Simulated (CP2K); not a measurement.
# CoO (Fm-3m) in CP2K: notebook, part 2 of 2

CP2K 2026.2.

## Step 3: Band structure, LDA, collinear spin, ferromagnetic start

Contents of coo_bands.inp:

```
&GLOBAL
  PROJECT coo_bands
  RUN_TYPE ENERGY_FORCE
  PRINT_LEVEL LOW
&END GLOBAL
&FORCE_EVAL
  METHOD QS
  STRESS_TENSOR ANALYTICAL
  &DFT
    BASIS_SET_FILE_NAME BASIS_MOLOPT_UZH
    POTENTIAL_FILE_NAME GTH_POTENTIALS
    UKS T
    MULTIPLICITY 4
    &MGRID
      CUTOFF 850
      REL_CUTOFF 60
      NGRIDS 5
    &END MGRID
    &QS
      METHOD GPW
      EPS_DEFAULT 1.0E-10
    &END QS
    &KPOINTS
      SCHEME MONKHORST-PACK 11 11 11
      GAMMA_CENTERED T
      SYMMETRY T
      SYMMETRY_BACKEND SPGLIB
    &END KPOINTS
    &SCF
      SCF_GUESS ATOMIC
      EPS_SCF 1.0E-6
      MAX_SCF 150
      ADDED_MOS 13 16
      CHOLESKY OFF
      EPS_EIGVAL 1.0E-7
      &DIAGONALIZATION ON
        ALGORITHM STANDARD
      &END DIAGONALIZATION
      &MIXING ON
        METHOD PULAY_MIXING
        ALPHA 0.4
        BETA 1.5
        NBUFFER 6
      &END MIXING
      &SMEAR ON
        METHOD FERMI_DIRAC
        ELECTRONIC_TEMPERATURE [K] 580.226
      &END SMEAR
    &END SCF
    &XC
      &XC_FUNCTIONAL
        &LDA_X
        &END LDA_X
        &LDA_C_PW
        &END LDA_C_PW
      &END XC_FUNCTIONAL
    &END XC
    &PRINT
      &KPOINTS ON
      &END KPOINTS
      &MULLIKEN ON
      &END MULLIKEN
      &MO ON
        ENERGIES T
        OCCUPATION_NUMBERS T
        &EACH
          QS_SCF 0
        &END EACH
        ADD_LAST NUMERIC
      &END MO
      &BAND_STRUCTURE
        FILE_NAME bands.bs
        ADDED_MOS 2
        &KPOINT_SET
          UNITS B_VECTOR
          NPOINTS 8
          SPECIAL_POINT GAMMA 0.00000000 0.00000000 0.00000000
          SPECIAL_POINT X 0.50000000 0.00000000 0.50000000
          SPECIAL_POINT W 0.50000000 0.25000000 0.75000000
          SPECIAL_POINT K 0.37500000 0.37500000 0.75000000
          SPECIAL_POINT GAMMA 0.00000000 0.00000000 0.00000000
          SPECIAL_POINT L 0.50000000 0.50000000 0.50000000
          SPECIAL_POINT U 0.62500000 0.25000000 0.62500000
          SPECIAL_POINT W 0.50000000 0.25000000 0.75000000
          SPECIAL_POINT L 0.50000000 0.50000000 0.50000000
          SPECIAL_POINT K 0.37500000 0.37500000 0.75000000
        &END KPOINT_SET
        &KPOINT_SET
          UNITS B_VECTOR
          NPOINTS 8
          SPECIAL_POINT U 0.62500000 0.25000000 0.62500000
          SPECIAL_POINT X 0.50000000 0.00000000 0.50000000
        &END KPOINT_SET
      &END BAND_STRUCTURE
    &END PRINT
  &END DFT
  &SUBSYS
    &CELL
      ABC 3.0143962082 3.0143962082 3.0143962082
      ALPHA_BETA_GAMMA 60.0000000009 60.0000000003 60.0000000003
      PERIODIC XYZ
    &END CELL
    &COORD
      Co  0.0000000000 0.0000000000 0.0000000000
      O   3.0143962082 1.7403624623 1.2306220988
    &END COORD
    &KIND Co
      BASIS_SET TZVP-MOLOPT-PBE-GTH-q17
      POTENTIAL GTH-PADE-q17
      MAGNETIZATION 2.0
    &END KIND
    &KIND O
      BASIS_SET TZVP-MOLOPT-PBE-GTH-q6
      POTENTIAL GTH-PADE-q6
    &END KIND
    &PRINT
      &ATOMIC_COORDINATES ON
      &END ATOMIC_COORDINATES
      &CELL ON
      &END CELL
      &SYMMETRY ON
      &END SYMMETRY
    &END PRINT
  &END SUBSYS
  &PRINT
    &FORCES ON
    &END FORCES
    &STRESS_TENSOR ON
    &END STRESS_TENSOR
  &END PRINT
&END FORCE_EVAL
```

Potentials or basis: GTH_POTENTIALS Co GTH-PADE-q17, O GTH-PADE-q6; TZVP-MOLOPT-PBE-GTH basis.

Run with:

```
$ OMP_NUM_THREADS=1 cp2k.psmp -i coo_bands.inp -o coo_bands.out
```

Run time: 3.2 min. Hardware: 1 thread of Arm Neoverse V2, shared host; peak memory 0.4 GiB.

The run converged. Its results:

| Item | Value |
| --- | --- |
| Free energy | -4391.3069 eV |
| Pressure | -18.8 GPa |
| Net moment | 3.00 μB per cell |
| Absolute moment | 3.02 μB per cell |
| Site moments | Co +2.67; O +0.33 μB |
| Mulliken charges | Co +0.85; O -0.85 e |

Caveat: Mulliken charges move with the basis; the basis of atomic orbitals isn't converged, which shifts pressures, moduli and gaps; the total moment is fixed, so each spin has its own Fermi level; a cell with one magnetic atom can't hold antiferromagnetic order, which such compounds often take.

## Step 4: Band structure, r2SCAN, collinear spin, ferromagnetic start

coo_bands.inp: that of step 3 with these lines changed.

```diff
@@ -10,3 +10,3 @@
     BASIS_SET_FILE_NAME BASIS_MOLOPT_UZH
-    POTENTIAL_FILE_NAME GTH_POTENTIALS
+    POTENTIAL_FILE_NAME POTENTIAL_UZH
     UKS T
@@ -14,5 +14,5 @@
     &MGRID
-      CUTOFF 850
+      CUTOFF 1250
       REL_CUTOFF 60
-      NGRIDS 5
+      NGRIDS 4
     &END MGRID
@@ -20,3 +20,3 @@
       METHOD GPW
-      EPS_DEFAULT 1.0E-10
+      EPS_DEFAULT 1.0E-9
     &END QS
@@ -46,3 +46,3 @@
         METHOD FERMI_DIRAC
-        ELECTRONIC_TEMPERATURE [K] 580.226
+        ELECTRONIC_TEMPERATURE [K] 116.045
       &END SMEAR
@@ -51,6 +51,6 @@
       &XC_FUNCTIONAL
-        &LDA_X
-        &END LDA_X
-        &LDA_C_PW
-        &END LDA_C_PW
+        &MGGA_X_R2SCAN
+        &END MGGA_X_R2SCAN
+        &MGGA_C_R2SCAN
+        &END MGGA_C_R2SCAN
       &END XC_FUNCTIONAL
@@ -72,6 +72,6 @@
         FILE_NAME bands.bs
-        ADDED_MOS 2
+        ADDED_MOS 6
         &KPOINT_SET
           UNITS B_VECTOR
-          NPOINTS 8
+          NPOINTS 10
           SPECIAL_POINT GAMMA 0.00000000 0.00000000 0.00000000
@@ -89,3 +89,3 @@
           UNITS B_VECTOR
-          NPOINTS 8
+          NPOINTS 10
           SPECIAL_POINT U 0.62500000 0.25000000 0.62500000
@@ -98,4 +98,5 @@
     &CELL
-      ABC 3.0143962082 3.0143962082 3.0143962082
-      ALPHA_BETA_GAMMA 60.0000000009 60.0000000003 60.0000000003
+      A 3.0143962082 0.0000000000 0.0000000000
+      B 1.5071981041 2.6105436934 0.0000000000
+      C 1.5071981041 0.8701812311 2.4612441976
       PERIODIC XYZ
@@ -107,4 +108,4 @@
     &KIND Co
-      BASIS_SET TZVP-MOLOPT-PBE-GTH-q17
-      POTENTIAL GTH-PADE-q17
+      BASIS_SET TZVP-MOLOPT-SCAN-GTH-q17
+      POTENTIAL GTH-SCAN-q17
       MAGNETIZATION 2.0
@@ -112,4 +113,4 @@
     &KIND O
-      BASIS_SET TZVP-MOLOPT-PBE-GTH-q6
-      POTENTIAL GTH-PADE-q6
+      BASIS_SET TZVP-MOLOPT-SCAN-GTH-q6
+      POTENTIAL GTH-SCAN-q6
     &END KIND
@@ -120,4 +121,2 @@
       &END CELL
-      &SYMMETRY ON
-      &END SYMMETRY
     &END PRINT
```

Potentials or basis: POTENTIAL_UZH Co GTH-SCAN-q17, O GTH-SCAN-q6; TZVP-MOLOPT-SCAN-GTH basis.

Run with:

```
$ OMP_NUM_THREADS=1 cp2k.psmp -i coo_bands.inp -o coo_bands.out
```

Wall time 4.5 min (1 thread of Arm Neoverse V2, shared host); peak memory 0.59 GiB.

Results (log left out):

- Free energy: -4391.4255 eV
- Pressure: -7.3 GPa
- Net moment: 3.00 μB per cell
- Absolute moment: 3.04 μB per cell
- Site moments: Co +2.77; O +0.23 μB
- Mulliken charges: Co +1.22; O -1.22 e

Caveat: Mulliken charges move with the basis; the basis of atomic orbitals isn't converged, which shifts pressures, moduli and gaps; the total moment is fixed, so each spin has its own Fermi level; a cell with one magnetic atom can't hold antiferromagnetic order, which such compounds often take.

## Step 5: Overview

```csv
level,potentials or basis,smearing,EPS_DEFAULT,NGRIDS,points a segment of the path (NPOINTS),bands added on the path,CUTOFF of the grids,pressure (GPa),moment (μB)
PBEsol,"POTENTIAL_UZH Co GTH-PBE-q17, O GTH-PBE-q6; TZVP-MOLOPT-PBE-GTH basis",fermi-dirac 0.0259 eV,1.0E-10,4,6,2,850 Ry,-9.2,3.00
LDA,"GTH_POTENTIALS Co GTH-PADE-q17, O GTH-PADE-q6; TZVP-MOLOPT-PBE-GTH basis",fermi-dirac 0.05 eV,1.0E-10,5,8,2,850 Ry,-18.8,3.00
r2SCAN,"POTENTIAL_UZH Co GTH-SCAN-q17, O GTH-SCAN-q6; TZVP-MOLOPT-SCAN-GTH basis",fermi-dirac 0.01 eV,1.0E-9,4,10,6,1250 Ry,-7.3,3.00
```

Alike in all rows: task band structure; spin collinear, ferromagnetic start; cell as given; k mesh 11 × 11 × 11.

Caveats: the basis of atomic orbitals isn't converged, which shifts pressures, moduli and gaps; the total moment is fixed, so each spin has its own Fermi level; a cell with one magnetic atom can't hold antiferromagnetic order, which such compounds often take; the potentials were made for another functional, which shifts forces and pressure (some runs).

Total energies depend on the potentials used, so only differences within one code and one set of settings carry meaning.
